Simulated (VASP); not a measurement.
# Ru (Fd-3m) in VASP: notebook

Runs on Ru. Level: PBE. Tasks: single point, relaxation of cell and atoms.

All numbers are computed with VASP 6.6.1; they aren't measurements. Logs are shortened: lines on timing, memory, paths and dates and some standing lists are left out, and cuts for length are marked.

## Step 1: The crystal as given

The structure is cubic, space group Fd-3m (No. 227). The conventional cell has a = 5.454 Å, b = 5.454 Å, c = 5.454 Å, α = 90.00°, β = 90.00°, γ = 90.00°. Ru (site symmetry -43m) has 4 Ru at 2.36 Å as nearest neighbours.

This isn't the form of Ru at room conditions, which is hcp.

## Step 2: Single point, PBE, collinear spin, typed start

Contents of INCAR:

```
SYSTEM = Ru
PREC = Accurate ; ENCUT = 520
EDIFF = 1E-6 ; ISMEAR = -1
SIGMA = 0.05 ; LREAL = .FALSE.
LASPH = .TRUE. ; NELM = 150
ALGO = Fast ; ISIF = 2
LWAVE = .FALSE. ; LCHARG = .TRUE.
ISPIN = 2 ; MAGMOM = 1 1
LORBIT = 11 ; LMAXMIX = 4
GGA = PE ; LELF = .TRUE.
LVHAR = .TRUE. ; NBANDS = 25
```

Contents of KPOINTS:

```
regular mesh
0
G
  16 16 16
  0 0 0
```

Contents of POSCAR:

```
Ru
1.0
    0.0000000000      2.7271721146      2.7271721146
    2.7271721146      0.0000000000      2.7271721146
    2.7271721146      2.7271721146      0.0000000000
Ru
2
Direct
    0.1250000000      0.1250000000      0.1250000000
    0.8750000000      0.8750000000      0.8750000000
```

Potentials or basis: VASP PAW PBE potentials, release 64 (Ru_pv).

Command:

```sh
cat potpaw_PBE.64/Ru_pv/POTCAR > POTCAR
mpirun -np 1 vasp_std > vasp.out
```

OUTCAR:

```text
SYSTEM = Ru
   PREC = Accurate
   ENCUT = 520
   EDIFF = 1E-6
   ISMEAR = -1
   LREAL = .FALSE.
   LASPH = .TRUE.
   NELM = 150
   ISIF = 2
   ISPIN = 2
   LORBIT = 11
   GGA = PE

 ion  position               nearest neighbor table
   1  0.125  0.125  0.125-   2 2.36   2 2.36   2 2.36   2 2.36
   2  0.875  0.875  0.875-   1 2.36   1 2.36   1 2.36   1 2.36

  LATTYP: Found a face centered cubic cell.
 ALAT       =     5.4543442292

  Lattice vectors:

 A1 = (   0.0000000000,   2.7271721146,   2.7271721146)
 A2 = (   2.7271721146,   0.0000000000,   2.7271721146)
 A3 = (   2.7271721146,   2.7271721146,   0.0000000000)

Analysis of symmetry for initial positions (statically):
=====================================================================
 Subroutine PRICEL returns:
 Original cell was already a primitive cell.

 Routine SETGRP: Setting up the symmetry group for a
 face centered cubic supercell.

 Subroutine GETGRP returns: Found 48 space group operations
 (whereof 12 operations were pure point group operations)
 out of a pool of 48 trial point group operations.

The static configuration has the point symmetry D_3d.
 The point group associated with its full space group is O_h .

Analysis of symmetry for dynamics (positions and initial velocities):
=====================================================================
 Subroutine PRICEL returns:
 Original cell was already a primitive cell.

 Routine SETGRP: Setting up the symmetry group for a
 face centered cubic supercell.

 Subroutine GETGRP returns: Found 48 space group operations
 (whereof 12 operations were pure point group operations)
 out of a pool of 48 trial point group operations.

The dynamic configuration has the point symmetry D_3d.
 The point group associated with its full space group is O_h .

Analysis of structural, dynamic, and magnetic symmetry:
=====================================================================
 Subroutine PRICEL returns:
 Original cell was already a primitive cell.

 Routine SETGRP: Setting up the symmetry group for a
 face centered cubic supercell.

 Subroutine GETGRP returns: Found 48 space group operations
 (whereof 12 operations were pure point group operations)
 out of a pool of 48 trial point group operations.

The overall configuration has the point symmetry D_3d.
 The point group associated with its full space group is O_h .

 Subroutine INISYM returns: Found 48 space group operations
 (whereof 12 operations are pure point group operations),
 and found     1 'primitive' translations

----------------------------------------------------------------------------------------

                                     Primitive cell

[... 117 lines left out ...]
   AEXX    =    0.0000 exact exchange contribution
   IVDW    =     0    specifies the selected vdW correction
   LEPSILON=     F    determine dielectric tensor
   LRPA    =     F    only Hartree local field effects (RPA)
 spin polarized calculation
 RMM-DIIS sequential band-by-band and
  energy-cutoff  :      520.00
  volume of cell :       40.57
 maximum number of plane-waves:      1109
 NGX is ok and might be reduce to    30
   NGX = 15   NGY = 15   NGZ = 15

 number of electron      28.0000006 magnetization       0.0003879

 number of electron      28.0000006 magnetization      -0.0000875

 Free energy of the ion-electron system (eV)
  ---------------------------------------------------
  ext. energy  EPLUGINS =         0.00000000
  ---------------------------------------------------
  free energy    TOTEN  =       -16.09914045 eV

  energy without entropy =      -16.08357356  energy(sigma->0) =      -16.09135700

 E-fermi :   7.0207     XC(G=0): -11.3353

 val. band max:        7.0066171416   @ k =  -0.4375   0.1250   0.0625
 cond. band min:       7.0270184192   @ k =   0.4375   0.3125   0.0625
 fundamental gap:      0.0204012775
 Fermi energy:         7.0207319784

 spin component 1

 k-point     1 :       0.0000    0.0000    0.0000
  band No.  band energies     occupation
      1     -36.1110      1.00000
      2     -36.1110      1.00000
      3     -36.1110      1.00000
      4     -35.2369      1.00000
      5     -35.2369      1.00000
      6     -35.2369      1.00000
[... 661 lines left out ...]
     24      20.3640      0.00000
     25      21.8586      0.00000

 [... further k-points ...]

 spin component 2

 k-point     1 :       0.0000    0.0000    0.0000
  band No.  band energies     occupation
      1     -36.1111      1.00000
      2     -36.1111      1.00000
      3     -36.1111      1.00000
      4     -35.2370      1.00000
      5     -35.2370      1.00000
      6     -35.2370      1.00000
[... 661 lines left out ...]
     24      20.3642      0.00000
     25      21.8577      0.00000

 [... further k-points ...]

------------------------ aborting loop because EDIFF is reached ----------------------------------------

  FORCE on cell =-STRESS in cart. coord.  units (eV):
  Direction    XX          YY          ZZ          XY          YZ          ZX
  --------------------------------------------------------------------------------------
  -------------------------------------------------------------------------------------
  Total        0.0691542      0.0691542      0.0691542     -0.0000000     -0.0000000     -0.0000000
  in kB        2.7312511      2.7312511      2.7312511     -0.0000000     -0.0000000     -0.0000000
  external PRESSURE =       2.7312511 kB  Pullay stress =       0.0000000 kB

 VOLUME and BASIS-vectors are now :
 -----------------------------------------------------------------------------
  energy-cutoff  :      520.00
  volume of cell :       40.57
      direct lattice vectors                 reciprocal lattice vectors
     0.000000000  2.727172115  2.727172115    -0.183340097  0.183340097  0.183340097
     2.727172115  0.000000000  2.727172115     0.183340097 -0.183340097  0.183340097
     2.727172115  2.727172115  0.000000000     0.183340097  0.183340097 -0.183340097

 POSITION                                       TOTAL-FORCE (eV/Angst)
 -----------------------------------------------------------------------------------
      0.68179      0.68179      0.68179        -0.000000     -0.000000      0.000000
      4.77255      4.77255      4.77255         0.000000      0.000000     -0.000000
 -----------------------------------------------------------------------------------
    total drift:                               -0.000000      0.000000      0.000000

  FREE ENERGIE OF THE ION-ELECTRON SYSTEM (eV)
  ---------------------------------------------------
  free  energy   TOTEN  =       -16.0991404466 eV

  energy  without entropy=      -16.0835735551  energy(sigma->0) =      -16.09135700

 total charge

# of ion       s       p       d       tot
------------------------------------------
    1        0.456   6.201   6.093  12.750
    2        0.456   6.201   6.093  12.750
--------------------------------------------------
tot          0.912  12.402  12.185  25.499

 magnetization (x)

# of ion       s       p       d       tot
------------------------------------------
    1       -0.000   0.000  -0.000  -0.000
    2       -0.000   0.000  -0.000  -0.000
--------------------------------------------------
tot         -0.000   0.000  -0.000  -0.000
```

It took 3.1 min on 1 thread of AMD EPYC 9R45 (Zen 5), shared host; peak memory 0.29 GiB.

What came out:

```yaml
Free_energy: -16.0991 eV
Pressure: 0.3 GPa
Band_gap_on_the_k_mesh: none (metal or under the smearing width)
Net_moment: 0.00 μB per cell
Valence_electrons_inside_the_program's_atomic_spheres: Ru 12.75
```

## Step 3: Single point, PBE, collinear spin, typed start

Contents of INCAR:

```
SYSTEM = Ru
ALGO = Normal ; EDIFF = 1E-6
ENCUT = 520 ; GGA = PE
ISIF = 2 ; ISMEAR = -1
ISPIN = 2 ; LASPH = .TRUE.
LCHARG = .FALSE. ; LMAXMIX = 4
LORBIT = 11 ; LREAL = .FALSE.
LWAVE = .FALSE. ; MAGMOM = 1 1
NBANDS = 25 ; NELM = 150
PREC = Accurate ; SIGMA = 0.05
```

Contents of KPOINTS:

```
k-points
0
G
  10 10 10
  0 0 0
```

POSCAR is that of step 2.

Potentials or basis: VASP PAW PBE potentials, release 64 (Ru_pv).

Command:

```sh
cat potpaw_PBE.64/Ru_pv/POTCAR > POTCAR
mpirun -np 1 vasp_std > vasp.out
```

OUTCAR:

```text
SYSTEM = Ru
   EDIFF = 1E-6
   ENCUT = 520
   GGA = PE
   ISIF = 2
   ISMEAR = -1
   ISPIN = 2
   LASPH = .TRUE.
   LORBIT = 11
   LREAL = .FALSE.
   NELM = 150
   PREC = Accurate

 ion  position               nearest neighbor table
   1  0.125  0.125  0.125-   2 2.36   2 2.36   2 2.36   2 2.36
   2  0.875  0.875  0.875-   1 2.36   1 2.36   1 2.36   1 2.36

  LATTYP: Found a face centered cubic cell.
 ALAT       =     5.4543442292

  Lattice vectors:

 A1 = (   0.0000000000,   2.7271721146,   2.7271721146)
 A2 = (   2.7271721146,   0.0000000000,   2.7271721146)
 A3 = (   2.7271721146,   2.7271721146,   0.0000000000)

Analysis of symmetry for initial positions (statically):
=====================================================================
 Subroutine PRICEL returns:
 Original cell was already a primitive cell.

 Routine SETGRP: Setting up the symmetry group for a
 face centered cubic supercell.

 Subroutine GETGRP returns: Found 48 space group operations
 (whereof 12 operations were pure point group operations)
 out of a pool of 48 trial point group operations.

The static configuration has the point symmetry D_3d.
 The point group associated with its full space group is O_h .

Analysis of symmetry for dynamics (positions and initial velocities):
=====================================================================
 Subroutine PRICEL returns:
 Original cell was already a primitive cell.

 Routine SETGRP: Setting up the symmetry group for a
 face centered cubic supercell.

 Subroutine GETGRP returns: Found 48 space group operations
 (whereof 12 operations were pure point group operations)
 out of a pool of 48 trial point group operations.

The dynamic configuration has the point symmetry D_3d.
 The point group associated with its full space group is O_h .

Analysis of structural, dynamic, and magnetic symmetry:
=====================================================================
 Subroutine PRICEL returns:
 Original cell was already a primitive cell.

 Routine SETGRP: Setting up the symmetry group for a
 face centered cubic supercell.

 Subroutine GETGRP returns: Found 48 space group operations
[... 151 lines left out ...]
  free energy    TOTEN  =       -16.10117853 eV

  energy without entropy =      -16.08752358  energy(sigma->0) =      -16.09435106

 E-fermi :   7.0254     XC(G=0): -11.3353

 val. band max:        6.9638670603   @ k =   0.2000   0.2000   0.0000
 cond. band min:       7.0360544343   @ k =   0.4000   0.3000   0.0000
 fundamental gap:      0.0721873741
 Fermi energy:         7.0254358274

 spin component 1

 k-point     1 :       0.0000    0.0000    0.0000
  band No.  band energies     occupation
      1     -36.1110      1.00000
      2     -36.1110      1.00000
      3     -36.1110      1.00000
      4     -35.2368      1.00000
      5     -35.2368      1.00000
      6     -35.2368      1.00000
[... 661 lines left out ...]
     24      19.5649      0.00000
     25      24.3774      0.00000

 [... further k-points ...]

 spin component 2

 k-point     1 :       0.0000    0.0000    0.0000
  band No.  band energies     occupation
      1     -36.1109      1.00000
      2     -36.1109      1.00000
      3     -36.1109      1.00000
      4     -35.2367      1.00000
      5     -35.2367      1.00000
      6     -35.2367      1.00000
[... 661 lines left out ...]
     24      19.5648      0.00000
     25      24.3782      0.00000

 [... further k-points ...]

------------------------ aborting loop because EDIFF is reached ----------------------------------------

  FORCE on cell =-STRESS in cart. coord.  units (eV):
  Direction    XX          YY          ZZ          XY          YZ          ZX
  --------------------------------------------------------------------------------------
  -------------------------------------------------------------------------------------
  Total        0.0631854      0.0631854      0.0631854     -0.0000000     -0.0000000     -0.0000000
  in kB        2.4955120      2.4955120      2.4955120     -0.0000000     -0.0000000     -0.0000000
  external PRESSURE =       2.4955120 kB  Pullay stress =       0.0000000 kB

 VOLUME and BASIS-vectors are now :
 -----------------------------------------------------------------------------
  energy-cutoff  :      520.00
  volume of cell :       40.57
      direct lattice vectors                 reciprocal lattice vectors
     0.000000000  2.727172115  2.727172115    -0.183340097  0.183340097  0.183340097
     2.727172115  0.000000000  2.727172115     0.183340097 -0.183340097  0.183340097
     2.727172115  2.727172115  0.000000000     0.183340097  0.183340097 -0.183340097

 POSITION                                       TOTAL-FORCE (eV/Angst)
 -----------------------------------------------------------------------------------
      0.68179      0.68179      0.68179        -0.000000     -0.000000     -0.000000
      4.77255      4.77255      4.77255         0.000000      0.000000      0.000000
 -----------------------------------------------------------------------------------
    total drift:                               -0.000000      0.000000      0.000000

  FREE ENERGIE OF THE ION-ELECTRON SYSTEM (eV)
  ---------------------------------------------------
  free  energy   TOTEN  =       -16.1011785327 eV

  energy  without entropy=      -16.0875235825  energy(sigma->0) =      -16.09435106

 total charge

# of ion       s       p       d       tot
------------------------------------------
    1        0.456   6.201   6.093  12.750
    2        0.456   6.201   6.093  12.750
--------------------------------------------------
tot          0.912  12.402  12.185  25.499

 magnetization (x)

# of ion       s       p       d       tot
------------------------------------------
    1        0.000  -0.000   0.000   0.000
    2        0.000  -0.000   0.000   0.000
--------------------------------------------------
tot          0.000  -0.000   0.000   0.000
```

Wall time 58 s (1 thread of AMD EPYC 9R45 (Zen 5), shared host); peak memory 0.19 GiB.

What came out:

```
Free energy                                           : -16.1012 eV
Pressure                                              : 0.2 GPa
Band gap on the k mesh                                : none (metal or under the smearing width)
Net moment                                            : 0.00 μB per cell
Valence electrons inside the program's atomic spheres : Ru 12.75
```

Levels at points of the mesh, in eV from the Fermi level:
Spin up:
```csv
k point,band 12,band 13,band 14,band 15,band 16,band 17
"(0.00, 0.00, 0.00)",-3.19,-0.47,-0.47,-0.47,1.84,1.84
"(0.50, 0.00, 0.00)",-3.19,-0.37,0.22,0.22,1.39,1.39
"(0.50, 0.50, 0.00)",-1.39,-1.25,-1.25,1.68,1.68,3.36
```
Spin down:
| k point | band 10 | band 11 | band 12 | band 13 | band 14 | band 15 | band 16 | band 17 | band 18 | band 19 |
| --- | --- | --- | --- | --- | --- | --- | --- | --- | --- | --- |
| (0.00, 0.00, 0.00) | -3.19 | -3.19 | -3.19 | -0.47 | -0.47 | -0.47 | 1.84 | 1.84 | 10.91 | 10.91 |
| (0.50, 0.00, 0.00) | -3.43 | -3.43 | -3.19 | -0.37 | 0.22 | 0.22 | 1.39 | 1.39 | 3.05 | 10.41 |
| (0.50, 0.50, 0.00) | -3.40 | -1.39 | -1.39 | -1.25 | -1.25 | 1.68 | 1.68 | 3.36 | 3.36 | 5.21 |

## Step 4: Relaxation of cell and atoms, PBE, collinear spin, typed start

This run uses another cell than the first one, of 18.30 Å³/atom, 0.902 times its volume.

Contents of INCAR:

```
PREC = Accurate
ENCUT = 600
EDIFF = 1E-7
ISMEAR = -1
SIGMA = 0.05
LREAL = False
LASPH = True
NELM = 150
ALGO = Normal
ISIF = 3
LWAVE = False
LCHARG = False
ISPIN = 2
MAGMOM = 1 1
LORBIT = 11
LMAXMIX = 4
GGA = PE
IBRION = 2
NSW = 80
EDIFFG = -0.01
```

Contents of KPOINTS:

```
regular mesh
0
Gamma
  10 10 10
```

Contents of POSCAR:

```
Ru
1.0
    0.0000000000      2.6351714020      2.6351714020
    2.6351714020      0.0000000000      2.6351714020
    2.6351714020      2.6351714020      0.0000000000
Ru
2
Direct
    0.1250000000      0.1250000000      0.1250000000
    0.8750000000      0.8750000000      0.8750000000
```

Command:

```sh
cat potpaw_PBE.64/Ru_pv/POTCAR > POTCAR
mpirun -np 1 vasp_std > vasp.out
```

Wall time 5.2 min (1 thread of AMD EPYC 9R45 (Zen 5), shared host); peak memory 0.19 GiB.

It converged, with:

```yaml
Free_energy: -16.0980 eV
Relaxed_volume: 20.30 Å³/atom
Relaxed_cell: a = 3.858 Å, b = 3.858 Å, c = 3.858 Å, α = 60.00°, β = 60.00°, γ = 60.00°
Space_group_after_relaxing_to_0.05_Å: Fd-3m (No. 227)
Energy_gained_by_relaxing: 124.6 meV/atom
Ionic_steps: 17
Pressure_after_relaxing: 0.1 GPa
Band_gap_on_the_k_mesh: none (metal or under the smearing width)
Net_moment: 0.00 μB per cell
Valence_electrons_inside_the_program's_atomic_spheres: Ru 12.75
```

Step by step:
```csv
step,energy change (eV),largest force (eV/Å),pressure (GPa),volume (Å³)
1,0.0000,0.0000,21.93,36.60
2,0.6937,0.0000,-21.87,51.53
3,-0.2474,0.0000,-1.44,40.99
4,-0.2491,0.0000,-0.22,40.68
5,-0.2491,0.0000,0.12,40.59
6,-0.2491,0.0000,0.12,40.59
7,-0.2491,0.0000,0.11,40.59
8,-0.2491,0.0000,0.11,40.59
9,-0.2491,0.0000,0.11,40.59
10,-0.2491,0.0000,0.11,40.59
11,-0.2491,0.0000,0.11,40.59
12,-0.2491,0.0000,0.11,40.59
13,-0.2491,0.0000,0.11,40.59
14,-0.2491,0.0000,0.11,40.59
15,-0.2491,0.0000,0.11,40.60
16,-0.2491,0.0000,0.10,40.60
17,-0.2491,0.0000,0.08,40.60
```

Final structure:
```
Ru
1.0
     0.00000    2.72797    2.72797
     2.72797    0.00000    2.72797
     2.72797    2.72797    0.00000
Ru
2
Direct
  0.12500 0.12500 0.12500
  0.87500 0.87500 0.87500
```

Levels at points of the mesh, in eV from the Fermi level:
Spin up:
| k point | band 11 | band 12 | band 13 | band 14 | band 15 | band 16 | band 17 | band 18 |
| --- | --- | --- | --- | --- | --- | --- | --- | --- |
| (0.00, 0.00, 0.00) | -3.19 | -3.19 | -0.47 | -0.47 | -0.47 | 1.84 | 1.84 | 10.91 |
| (0.50, 0.00, 0.00) | -3.43 | -3.18 | -0.37 | 0.22 | 0.22 | 1.39 | 1.39 | 3.05 |
| (0.50, 0.50, 0.00) | -1.39 | -1.39 | -1.25 | -1.25 | 1.68 | 1.68 | 3.36 | 3.36 |
Spin down:
```csv
k point,band 11,band 12,band 13,band 14,band 15,band 16,band 17,band 18
"(0.00, 0.00, 0.00)",-3.19,-3.19,-0.47,-0.47,-0.47,1.84,1.84,10.91
"(0.50, 0.00, 0.00)",-3.43,-3.18,-0.37,0.22,0.22,1.39,1.39,3.05
"(0.50, 0.50, 0.00)",-1.39,-1.39,-1.25,-1.25,1.68,1.68,3.36,3.36
```

## Step 5: Summary

| task | cell | k mesh | cutoff (eV) | gap on the mesh (eV) | pressure (GPa) | moment (μB) |
| --- | --- | --- | --- | --- | --- | --- |
| single point | Fd-3m, 20.28 Å³/atom | 16 × 16 × 16 | 520 | none | 0.3 | 0.00 |
| single point | Fd-3m, 20.28 Å³/atom | 10 × 10 × 10 | 520 | none | 0.2 | 0.00 |
| relaxation of cell and atoms | relaxed | 10 × 10 × 10 | 600 | none | 0.1 | 0.00 |

Alike in all rows: level PBE; potentials or basis VASP PAW PBE potentials, release 64 (Ru_pv); spin collinear, typed start; smearing fermi-dirac 0.05 eV.

Total energies depend on the potentials used, so only differences within one code and one set of settings carry meaning.
